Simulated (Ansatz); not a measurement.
Space group P-6m2 (No. 187). a = 2.950 Å, b = 2.950 Å, c = 2.898 Å, α = 90.00°, β = 90.00°, γ = 120.00°
```tsv
atom	site	symmetry	x	y	z
Ta	1d	-6m2	0.3333	0.6667	0.5000
N	1a	-6m2	0.0000	0.0000	0.0000
```

Equation of state of this TaN structure (not necessarily the ground state), with shape and atoms relaxed at each volume where symmetry leaves them free. It has no gap at any of these volumes. The calculation used DFT PBE, scalar-relativistic, plane waves, PAW (Ansatz).

Settings: cutoff 420 eV, Γ-centred mesh 18×18×14 on the computed 2-atom cell, Gaussian smearing of 0.10 eV; no spin polarisation.

```tsv
V (Å³/atom)	E − E(largest V) (meV/atom)	P (GPa)
9.610	110.45	56.67
9.938	13.19	38.92
10.266	-50.54	23.81
10.593	-85.73	10.95
10.921	-96.63	0.00
11.249	-86.84	-9.33
11.576	-59.44	-17.26
12.013	0.00	-26.02
```

Task: Fit a third-order Birch–Murnaghan equation to E(V).

Result: V0 = 10.92 Å³/atom, B0 = 336 GPa, B0' = 4.3.

Spin-orbit coupling is left out, which matters for the bands of heavy elements.

This form isn't the usual stable structure of the compound.